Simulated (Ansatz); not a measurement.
# SiO2: ab initio molecular dynamics

The calculation used Ansatz 0.2.0, DFT PBE, scalar-relativistic, plane waves, PAW. Settings: plane waves to 420 eV, k-mesh 2×2×1 (shifted by 0.5, 0.5, 0.0 steps), Fermi–Dirac smearing 0.1 eV. The mesh is coarse. No spin polarisation.

24 atoms, starting at 1.06 times the perfect crystal's volume (space group P-4c2, not the usual structure); Langevin thermostat at 1200 K (friction 0.02 fs⁻¹), fixed cell; 300 steps of 2 fs. The run is short and not equilibrated.

First frame:

```xyz
24
Lattice="6.7091 0.0000 0.0000 0.0000 6.7091 0.0000 0.0000 0.0000 8.3762" Properties=species:S:1:pos:R:3 pbc="T T T"
Si    3.2316    5.5149    3.5653
Si    3.7771    5.6366    7.7023
Si    5.2958    4.2324    5.0437
Si    1.7381    3.3413    5.0922
Si    5.2703    3.7614    1.0674
Si    3.1819    2.2093    7.9429
Si    1.8217    4.2494    1.1373
Si    3.7643    2.0769    3.5238
O     4.4533    5.1659    6.1848
O     4.5207    2.8973    4.9951
O     4.4349    5.1712    0.7143
O     3.6523    0.4518    7.7782
O     4.8361    2.7293    8.1059
O     4.5556    2.7729    2.3461
O     2.2726    2.5615    3.7922
O     2.4348    4.9307    4.9696
O     2.2263    5.0206    8.1135
O     2.2363    5.3098    2.1998
O     2.2921    2.4592    6.6579
O     0.1489    3.9802    1.1411
O     3.5059    0.4432    3.2421
O     4.9586    4.9518    3.6426
O     2.4037    2.5505    1.0864
O     0.1662    3.5671    4.7329
```

* Mean temperature over the second half: 1236 K
* Mean pressure over the second half (kinetic part included): -4.7 GPa
* Mean potential energy above the perfect crystal (relaxed, at volume ratio 1; besides heat the difference comes from the volume, 6 % larger; its own run had another smearing, without effect beside its gap): 175 meV/atom
* Mean-square drift of O from first to last step (mean shift of all atoms removed): 0.17 Å²
* Mean-square drift of Si from first to last step (mean shift of all atoms removed): 0.08 Å²

Pair distribution functions g(r), second half of the run, up to half the cell's height:

| r (Å) | O-O | O-Si | Si-Si |
| --- | --- | --- | --- |
| 1.45 | 0.0 | 0.0 | 0.0 |
| 1.55 | 0.0 | 4.2 | 0.0 |
| 1.65 | 0.0 | 15.0 | 0.0 |
| 1.75 | 0.0 | 6.7 | 0.0 |
| 1.85 | 0.0 | 1.1 | 0.0 |
| 1.95 | 0.0 | 0.0 | 0.0 |
| 2.05 | 0.0 | 0.0 | 0.0 |
| 2.15 | 0.0 | 0.0 | 0.0 |
| 2.25 | 0.1 | 0.0 | 0.0 |
| 2.35 | 0.5 | 0.0 | 0.0 |
| 2.45 | 1.3 | 0.0 | 0.0 |
| 2.55 | 3.2 | 0.0 | 0.0 |
| 2.65 | 3.5 | 0.0 | 0.0 |
| 2.75 | 4.2 | 0.2 | 0.3 |
| 2.85 | 2.8 | 0.2 | 1.7 |
| 2.95 | 1.8 | 0.6 | 3.1 |
| 3.05 | 0.9 | 0.8 | 2.4 |
| 3.15 | 0.6 | 1.3 | 1.9 |
| 3.25 | 0.5 | 1.5 | 2.9 |

Along the run (potential energy from its first value; pressure with the kinetic part):

| t (fs) | T (K) | ΔE_pot (meV/atom) | P (GPa) |
| --- | --- | --- | --- |
| 0.0 | 1150 | 0.0 | -4.8 |
| 24.0 | 1487 | -61.4 | -4.1 |
| 48.0 | 1208 | -59.4 | -2.6 |
| 72.0 | 1166 | -68.5 | -6.3 |
| 96.0 | 1343 | -103.1 | -4.1 |
| 120.0 | 952 | -74.4 | -7.7 |
| 144.0 | 1416 | -103.5 | -3.5 |
| 168.0 | 1567 | -86.2 | -4.1 |
| 192.0 | 1436 | -87.1 | -3.0 |
| 216.0 | 1084 | -65.2 | -5.2 |
| 240.0 | 1264 | -67.7 | -5.3 |
| 264.0 | 1317 | -72.4 | -4.1 |
| 288.0 | 1331 | -98.9 | -4.6 |
| 312.0 | 1156 | -104.9 | -1.1 |
| 336.0 | 954 | -64.9 | -4.8 |
| 360.0 | 1246 | -76.3 | -3.6 |
| 384.0 | 1118 | -96.5 | -5.9 |
| 408.0 | 1132 | -106.2 | -6.1 |
| 432.0 | 1050 | -75.9 | -4.1 |
| 456.0 | 908 | -60.0 | -4.4 |
| 480.0 | 1650 | -120.9 | -4.8 |
| 504.0 | 1088 | -44.9 | -5.1 |
| 528.0 | 1096 | -52.5 | -9.1 |
| 552.0 | 1198 | -58.5 | -3.9 |
| 576.0 | 1066 | -83.4 | -4.7 |
| 600.0 | 1329 | -88.2 | -2.3 |

Cost: 1 run of about 39 core-minutes (earlier runs that led there not counted), on Arm Neoverse V1 (shared hosts).